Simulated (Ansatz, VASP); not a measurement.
**Two plane-wave programs on Au**

File INCAR:

```
PREC     = Accurate       # precision mode
ENCUT    = 520            # plane-wave cutoff, eV
EDIFF    = 1E-6           # SCF threshold, eV
ISMEAR   = -1             # smearing method
SIGMA    = 0.01           # smearing width, eV
LREAL    = False          # projectors in reciprocal space
LASPH    = True           # aspherical terms in the spheres
NELM     = 150            # most SCF steps
ALGO     = Normal         # electronic algorithm
ISIF     = 2              # what is computed and relaxed
LWAVE    = False          # write WAVECAR
LCHARG   = True           # write CHGCAR
ISPIN    = 2              # spin polarisation
MAGMOM   = 1              # initial moments
LORBIT   = 11             # projections on sites
LMAXMIX  = 4              # l up to which the mixer works
GGA      = CA             # functional
LELF     = True           # ELF
LVHAR    = True         
NBANDS   = 16             # bands
ISYM     = 0
```

Contents of KPOINTS:

```
Automatic mesh
0
Gamma
  1 1 1
```

POSCAR

```
Au
1.0
   14.0000000000      0.0000000000      0.0000000000
    0.0000000000     14.4000000000      0.0000000000
    0.0000000000      0.0000000000     14.8000000000
Au
1
Direct
    0.5000000000      0.5000000000      0.5000000000
```

Input for Ansatz:

```yaml
crystal:
  lattice:
    - [14.0, 0.0, 0.0]
    - [0.0, 14.4, 0.0]
    - [0.0, 0.0, 14.8]
  atoms:
    - { symbol: Au, position: [0.5, 0.5, 0.5], spin: 1.0 }
  symmetry: { detect: false, time_reversal: true }
hamiltonian:
  xc: lda
  pseudopotentials:
    kind: paw
    azcp:
      Au: "pseudopotentials/Au.paw.azcp"
basis:
  ecutwfc: 420
  fft_grid_basis: typed
kpoints:
  mp_grid: { grid: [1, 1, 1], shift: [0, 0, 0] }
magnetization:
  spin_polarized: true
scf:
  occupations: { method: fermi_dirac, width: 0.01 }
```

The cell was built by a generator and needn't be a form met in nature.

Alike in both runs: task single point; functional LDA; k mesh 1 × 1 × 1; occupations fermi-dirac, width 0.01 eV; collinear spin.

|  | VASP | Ansatz |
| --- | --- | --- |
| version | VASP 6.6.1 | Ansatz 0.2.0 |
| potentials or method | VASP PAW LDA potentials, release 64 (Au) | plane waves (420 eV) with PAW, scalar-relativistic |
| plane-wave cutoff (eV) | 520 | 420 |
| valence electrons in the cell | 11 | 19 |

|  | VASP | Ansatz | Ansatz less VASP |
| --- | --- | --- | --- |
| gap on the k mesh at the Fermi level (eV) | 0.54 | 0.58 | +0.044 |
| net moment per atom (μB) | 1.00 | 1.00 | 0.000 |
| size of the moment on the site where the two differ most (μB) | 0.45 | 1.00 | +0.550 |

Site moments also hang on the region over which each program counts them. The two sets of potentials don't hold the same shells in valence. Ansatz warned: «pseudo_functional_mismatch».

Caveats: spin-orbit coupling is left out, which moves the levels of the heavy elements.
